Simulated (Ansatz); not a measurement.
# WS2 (Tungstenite) (P6_3/mmc) in Ansatz: phonons with PBE

Aim: the phonons of WS2 (Tungstenite) with PBE.

Everything below comes from runs of Ansatz 0.2.0. Logs are shortened: lines on timing, memory, paths and dates and some standing lists are left out, and cuts for length are marked.

**1. Starting point**

It takes space group P6_3/mmc (No. 194, hexagonal). The conventional cell has a = 3.180 Å, b = 3.180 Å, c = 12.500 Å, α = 90.00°, β = 90.00°, γ = 120.00°. Around W (site symmetry -6m2) lie 6 S at 2.41 Å. Around S (site symmetry 3m) lie 3 W at 2.41 Å.

**2. Phonons, PBE**

The input, input.yaml:

```yaml
crystal:
  lattice:
    - [3.18, 0.0, 0.0]
    - [-1.59, 2.753960784, 0.0]
    - [0.0, 0.0, 12.5]
  atoms:
    - { symbol: W, position: [0.6666666667, 0.3333333333, 0.75] }
    - { symbol: W, position: [0.3333333333, 0.6666666667, 0.25] }
    - { symbol: S, position: [0.6666666667, 0.3333333333, 0.375] }
    - { symbol: S, position: [0.3333333333, 0.6666666667, 0.875] }
    - { symbol: S, position: [0.6666666667, 0.3333333333, 0.125] }
    - { symbol: S, position: [0.3333333333, 0.6666666667, 0.625] }
hamiltonian:
  xc: pbe
  pseudopotentials: { kind: paw }
kpoints:
  mp_grid: { grid: [8, 8, 2] }
scf:
  occupations: { method: fixed }
phonons:
  method: dfpt
  dielectric: true
  rigid_motions: translations
```

Potentials or basis: Ansatz PAW.

The run is started by

```console
ansatz run input.yaml --threads 2 --pin off --max-ram 5632MiB --backend cpu --events-out ev --progress --plain --runs-dir out
```

What it wrote:

```text
Warning: RAYON_NUM_THREADS=2 ignored (pool sized by the plan → 2); use --threads N
Engine: ansatz 0.2.0, aarch64-unknown-linux-gnu
Pseudopotentials: kind: paw
Pseudopotential: W, paw, valence charge 14, recommended cutoff 420 eV (normal), W.paw.azcp
Pseudopotential: S, paw, valence charge 6, recommended cutoff 420 eV (normal), S.paw.azcp
Functional definition: PBE
  parameter kappa = 0.804
  parameter beta = 0.06672455060314922
  exchange = pbe_x(kappa = kappa, mu = beta*pi^2/3)
  correlation = pbe_c(beta = beta)
Crystal: 6 atoms, lattice volume = 109.470 Å³
Basis set: ecut = 420 eV, 2129 PW (Γ), exchange–correlation on 48×48×180 points (8 copies of the dense FFT grid, shifted against one another)
Bands: 32, of which v1, the nominal top of the filled ones, is band 26 counted from 1 (25 counted from 0)
Symmetry: 24 space group operations
k-points: 42 of 128 (irreducible under 2 space group operations, time reversal used)
Non-local potential: W, projectors of the file, l = 0: 3, l = 1: 2, l = 2: 2, l = 3: 1
Non-local potential: S, projectors of the file, l = 0: 2, l = 1: 2, l = 2: 2
PAW form: soft (Blöchl's): semilocal exchange-correlation on the pseudo side does not see the compensation charge
PAW one-centre angular grid: W, 590 points (default); XC on 64 Gauss nodes
PAW one-centre angular grid: S, 110 points (default); XC on 64 Gauss nodes
Initial density: superposition of atomic densities (neutral atoms: chi_scale 0, normalization atom), corrected by the library's trained network
Initial wavefunctions: pseudopotential atomic-orbital guess
Functional: x = pbe(κ = 0.804, μ = 0.2195149727645171), c = pbe(β = 0.06672455060314922)
SCF iter   1: F=—  HF=-24382.790539 eV  |F-HF|=—  |Δ(HF+E_count)|=         —  Δρ=5.08e-3  dr2=1.60e-2  ethr=1.77e-3  ⟨swp⟩=5.0  Hψ=5387  notcnv=0  defer=120
preconditioner: auto → Resta (q_TF=auto, 2.410 Å⁻¹)  ε∞=7.5  [insulator: Δε(μ)=1.181 eV  Ē_g=8.379 eV  n_scr=26 (ndim 8)  ℏωp=21.3 eV  f_vac=0.025  ε∞_Penn≈7.5]
SCF iter   2: F=—  HF=-24382.795148 eV  |F-HF|=—  |Δ(HF+E_count)|=   4.61e-3  Δρ=2.71e-3  dr2=2.08e-3  ethr=3.07e-5  ⟨swp⟩=2.2  Hψ=2296  notcnv=0  defer=162
SCF iter   3: F=—  HF=-24382.798820 eV  |F-HF|=—  |Δ(HF+E_count)|=   3.67e-3  Δρ=1.22e-3  dr2=4.60e-4  ethr=4.01e-6  ⟨swp⟩=2.1  Hψ=1944  notcnv=0  defer=166
SCF iter   4: F=—  HF=-24382.799817 eV  |F-HF|=—  |Δ(HF+E_count)|=   9.97e-4  Δρ=6.19e-5  dr2=4.76e-6  ethr=8.85e-7  ⟨swp⟩=2.0  Hψ=2078  notcnv=0  defer=166
SCF iter   5: F=—  HF=-24382.799822 eV  |F-HF|=—  |Δ(HF+E_count)|=   4.56e-6  Δρ=1.25e-5  dr2=1.86e-7  ethr=9.16e-9  ⟨swp⟩=2.0  Hψ=2194  notcnv=0  defer=64
SCF iter   6: F=—  HF=-24382.799822 eV  |F-HF|=—  |Δ(HF+E_count)|=   5.51e-8  Δρ=4.07e-6  dr2=2.52e-8  ethr=3.58e-10  ⟨swp⟩=2.5  Hψ=2175  notcnv=0  defer=64
SCF iter   7: F=—  HF=-24382.799822 eV  |F-HF|=—  |Δ(HF+E_count)|=   1.38e-8  Δρ=9.24e-7  dr2=1.72e-9  ethr=4.85e-11  ⟨swp⟩=2.0  Hψ=1920  notcnv=0  defer=64
SCF iter   8: F=-24382.799822 eV  HF=-24382.799822 eV  |F-HF|=1.82e-11  |Δ(HF+E_count)|=   1.04e-9  Δρ=1.64e-7  dr2=4.46e-11  ethr=1.00e-12  ⟨swp⟩=12.1  Hψ=9648  notcnv=0
SCF 1 converged in 8 iterations: F = -24382.799822 eV  dr2 = 4.46e-11
NSCF: frozen V_eff on 2 k-points
DFPT response loops at Γ: preconditioner auto → Resta (q_TF=auto, 2.410 Å⁻¹)  ε∞=7.1 (no band partly filled); β = 1.00, the filter's whole step (`scf.mixing.beta` (0.50) is not read by the response loops at its default; to damp them type it under 1.00, their step now; it binds the ground state too); Broyden in place of MSR1
── the response to a field inside a basis, on 8×8×2 k-points: an SCF that follows is theirs, and a resumed run solves both again ──
Bands: 27, of which v1, the nominal top of the filled ones, is band 26 counted from 1 (25 counted from 0)
k-points: 20 of 128 (irreducible under 8 space group operations)
Initial density: handed on by an earlier stage of this run
Initial wavefunctions: pseudopotential atomic-orbital guess (no wavefunctions were taken with the density)
Eigensolver: Dense (20 Hₖ)
SCF iter   1: F=—  HF=-24382.741896 eV  |F-HF|=—  |Δ(HF+E_count)|=         —  Δρ=2.74e-4  dr2=1.78e-5  ethr=1.00e-1
preconditioner: auto → Resta (q_TF=auto, 2.410 Å⁻¹)  ε∞=8.7  [insulator: Δε(μ)=1.352 eV  Ē_g=7.681 eV  n_scr=26 (ndim 8)  ℏωp=21.3 eV  f_vac=0.021  ε∞_Penn≈8.7]
SCF iter   2: F=—  HF=-24382.741912 eV  |F-HF|=—  |Δ(HF+E_count)|=   1.55e-5  Δρ=1.50e-4  dr2=5.81e-6  ethr=3.43e-8
SCF iter   3: F=—  HF=-24382.741919 eV  |F-HF|=—  |Δ(HF+E_count)|=   6.75e-6  Δρ=1.00e-5  dr2=1.13e-7  ethr=1.12e-8
SCF iter   4: F=-24382.741919 eV  HF=-24382.741919 eV  |F-HF|=1.32e-8  |Δ(HF+E_count)|=   1.72e-8  Δρ=4.15e-6  dr2=3.17e-8  ethr=2.18e-10
SCF 1 converged in 4 iterations: F = -24382.741919 eV  dr2 = 3.17e-8
DFPT response loops at Γ: preconditioner auto → Resta (q_TF=auto, 2.410 Å⁻¹)  ε∞=6.7 (no band partly filled); β = 1.00, the filter's whole step (`scf.mixing.beta` (0.50) is not read by the response loops at its default; to damp them type it under 1.00, their step now; it binds the ground state too); Broyden in place of MSR1
WARN: field response: ε∞ stands inside a basis, on 8×8×2 points; the force constants stand on the 8×8×2 k-mesh, whose period is 12.23 times the interband length at k = (0.2500, 0.3750, 0.0000), direct gap 2.186 eV, under 14: take them and everything formed from them as unconverged, and compare with a denser kpoints.mp_grid
SCF converged after 8 iterations
Free energy (F): -24382.799822 eV
Harris-Foulkes:  -24382.799822 eV  (|F-HF|=1.82e-11)
Internal energy: -24382.799822 eV  (E = F + TS)
E sigma→0 (E₀):  -24382.799822 eV
Fermi energy:    11.265547 eV
--- Per-component energies (eV) ---
  E_band       = -396.024320
  E_kinetic    = 1332.610090
  E_local      = -3640.443817  (includes V_loc(G=0)·N_el)
  E_nonlocal   = 114.704421
  E_hartree    = 1448.729351
  E_xc         = -924.383529
  E_vxc        = -830.174757  (∫ρ·V_xc dr)
  E_paw        = -19526.253102  (= ΣΔE_a)
  E_vpaw       = -270.179174  (= ΣTr[D̂ρ^β])
  E_aug_tail   = -0.000119  (compensation charges beyond the density's cutoff)
  E_ewald      = -3187.763116
  E_smearing   = -0.000000  (= −TS)
  E_closure    = 0.000000  (closes the sum)
  Σ components = -24382.799822   (vs F -24382.799822, Δ=0.00e0)
--- Band table (eV; the first three rows and the last of 42) ---
  k-point 0: bands = ["-63.3088", "-63.3088", "-27.5916", "-27.5915", "-27.4386", "-27.4386", "-27.4386", "-27.4386", "-4.2700", "-4.0862", "-2.6972", "-2.3427", "3.7891", "4.7017", "7.6069", "7.7287", "7.7287", "7.7401", "7.7401", "8.9566", "8.9566", "8.9991", "8.9991", "9.6947", "10.1736", "11.2655", "13.5106", "13.5106", "13.5184", "13.5184", "13.6078", "13.6078"]
  k-point 1: bands = ["-63.3088", "-63.3088", "-27.5916", "-27.5916", "-27.4386", "-27.4386", "-27.4386", "-27.4386", "-4.1863", "-4.1863", "-2.5145", "-2.5145", "4.1896", "4.1896", "7.7343", "7.7343", "7.7343", "7.7343", "8.4681", "8.4681", "8.9778", "8.9778", "8.9778", "8.9778", "10.9618", "10.9618", "13.5074", "13.5074", "13.5074", "13.5074", "13.6901", "13.6901"]
  k-point 2: bands = ["-63.3063", "-63.3063", "-27.5825", "-27.5824", "-27.4891", "-27.4891", "-27.4504", "-27.4504", "-4.0154", "-3.8322", "-2.5931", "-2.2627", "4.0898", "4.9977", "7.1049", "7.1350", "7.2036", "7.9701", "7.9924", "8.1497", "8.5794", "8.6297", "9.0181", "9.8757", "10.1580", "10.7890", "13.1083", "13.3548", "13.3812", "13.5075", "13.5102", "13.5647"]
  k-point 41: bands = ["-63.2918", "-63.2918", "-27.7132", "-27.7132", "-27.5821", "-27.5821", "-27.5289", "-27.5289", "-2.0908", "-2.0908", "-1.7491", "-1.7491", "4.8758", "4.8758", "5.3336", "5.3336", "6.3431", "6.3431", "7.0986", "7.0986", "7.3725", "7.3725", "8.6880", "8.6880", "10.0194", "10.0194", "13.0258", "13.0258", "13.8028", "13.8028", "14.2444", "14.2444"]
--- Phonons (Γ-DFPT): 4 representative perturbations + reference, on 42 of 128 k-points (Σ response iterations 13) ---
  k mesh reduced under 2 symmetry operations, with k and −k counted as one. Each operation leaves every solved perturbation unchanged. A smaller set is not considered because the run solves the response to a homogeneous field
  ASR residual: 5.888e-5 → 0.000e0 eV/Å²; symmetrization residual: 8.869e-6 eV/Å²
  ASR residual per site (eV/Å²): 5.89e-5 5.89e-5 2.76e-5 2.76e-5 2.76e-5 2.76e-5
  Γ frequencies (cm⁻¹): 0.00 0.00 0.00 21.80 21.80 40.76 290.81 290.81 292.43 292.43 348.92 348.92 349.09 349.09 412.44 417.14 430.06 433.94
  ε∞ (high-frequency dielectric tensor):
       13.767664    -0.000000    -0.000000
       -0.000000    13.767664     0.000000
       -0.000000     0.000000     5.647139
  ε⁰ (static dielectric tensor: ions relaxed, cell fixed):
       13.811915    -0.000000    -0.000000
       -0.000000    13.811915     0.000000
       -0.000000     0.000000     5.664960
  ε⁰ − ε∞ (ionic part):
        0.044251     0.000000     0.000000
        0.000000     0.044251     0.000000
        0.000000     0.000000     0.017822
  softest optical mode at Γ: 21.80 cm⁻¹; the repairs (sum rule, projections) moved no ω² at Γ by more than (1.26 cm⁻¹)²
  Born effective charges Z* (e; rows j = field, columns β = displacement):
    site 0:
        -0.53375    0.00000    0.00000
        -0.00000   -0.53375   -0.00000
        -0.00000    0.00000   -0.41750
    site 1:
        -0.53375   -0.00000    0.00000
        -0.00000   -0.53375   -0.00000
        -0.00000    0.00000   -0.41750
    site 2:
         0.26687    0.00000   -0.00000
        -0.00000    0.26687    0.00000
        -0.00000    0.00000    0.20875
    site 3:
         0.26687    0.00000    0.00000
         0.00000    0.26687   -0.00000
        -0.00000   -0.00000    0.20875
    site 4:
         0.26687    0.00000   -0.00000
         0.00000    0.26687   -0.00000
         0.00000   -0.00000    0.20875
    site 5:
         0.26687   -0.00000    0.00000
         0.00000    0.26687    0.00000
         0.00000    0.00000    0.20875
  Z* charge neutrality: 1.380e-2 e pre-enforcement
  solved inside a basis spanned on kpoints, on 8×8×2 k-points, its susceptibility summed on 24×24×6: ε∞ is read to err by 6.1e-2, Z* by 1.9e-2 e (field_mesh: kpoints solves on kpoints); Z* is corrected for what the basis lacks
  optical modes at Γ without the LO–TO term, one row a degenerate level:
      ω (cm⁻¹)  modes    IR ((D/Å)²/amu)
         21.80      2             0.0000
         40.76      1             0.0000
        290.81      2             0.0000
        292.43      2             0.0000
        348.92      2             0.5530
        349.09      2             0.0000
        412.44      1             0.0000
        417.14      1             0.0000
        430.06      1             0.1692
        433.94      1             0.0000
  optical modes at Γ + LO–TO along q̂ = [1.0000, 0.0000, 0.0000]:
      ω (cm⁻¹)  modes    IR ((D/Å)²/amu)
         21.80      2             0.0000
         40.76      1             0.0000
        290.81      2             0.0000
        292.43      2             0.0000
        348.92      1             0.2765
        349.09      2             0.0000
        349.48      1             0.2765
        412.44      1             0.0000
        417.14      1             0.0000
        430.06      1             0.1692
        433.94      1             0.0000
  optical modes at Γ + LO–TO along q̂ = [0.0000, 1.0000, 0.0000]:
      ω (cm⁻¹)  modes    IR ((D/Å)²/amu)
         21.80      2             0.0000
         40.76      1             0.0000
        290.81      2             0.0000
        292.43      2             0.0000
        348.92      1             0.2765
        349.09      2             0.0000
        349.48      1             0.2765
        412.44      1             0.0000
        417.14      1             0.0000
        430.06      1             0.1692
        433.94      1             0.0000
  optical modes at Γ + LO–TO along q̂ = [0.0000, 0.0000, 1.0000]:
      ω (cm⁻¹)  modes    IR ((D/Å)²/amu)
         21.80      2             0.0000
         40.76      1             0.0000
        290.81      2             0.0000
        292.43      2             0.0000
        348.92      2             0.5530
        349.09      2             0.0000
        412.44      1             0.0000
        417.14      1             0.0000
        430.74      1             0.1692
        433.94      1             0.0000
```

Wall time 2 min (2 threads of Arm Neoverse V2, shared host); peak memory 0.99 GiB.

What came out:

| Item | Value |
| --- | --- |
| Free energy | -24382.7998 eV |
| Band gap on the k mesh | 1.19 eV, indirect (least direct gap 2.19 eV) |
| Electronic dielectric tensor (diagonal) | 13.77, 13.77, 5.65 |
| Born charges (mean of the diagonal) | W -0.49; S +0.25 e |
| Highest phonon frequency at Γ, LO-TO splitting left out | 434 cm⁻¹ |
| Static dielectric tensor (diagonal) | 13.81, 13.81, 5.67 |

Phonon frequencies in cm⁻¹ (negative: imaginary):
| q point | frequencies |
| --- | --- |
| (0.000, 0.000, 0.000) | 0 0 0 22 22 41 291 291 292 292 349 349 349 349 412 417 430 434 |

Electronic dielectric tensor:
```
13.77  0.00  0.00
 0.00 13.77  0.00
 0.00  0.00  5.65
```

Born effective charge tensors (e):
atom 1, W
```
-0.53  0.00  0.00
 0.00 -0.53  0.00
 0.00  0.00 -0.42
```
atom 2, W
```
-0.53  0.00  0.00
 0.00 -0.53  0.00
 0.00  0.00 -0.42
```
atom 3, S
```
0.27 0.00 0.00
0.00 0.27 0.00
0.00 0.00 0.21
```
atom 4, S
```
0.27 0.00 0.00
0.00 0.27 0.00
0.00 0.00 0.21
```
atom 5, S
```
0.27 0.00 0.00
0.00 0.27 0.00
0.00 0.00 0.21
```
atom 6, S
```
0.27 0.00 0.00
0.00 0.27 0.00
0.00 0.00 0.21
```

Static dielectric tensor, electrons and zone-centre modes:
```
13.81  0.00  0.00
 0.00 13.81  0.00
 0.00  0.00  5.67
```

Caveat: spin-orbit coupling is left out, which moves the levels of the heavy elements. A k mesh can miss the band edges.
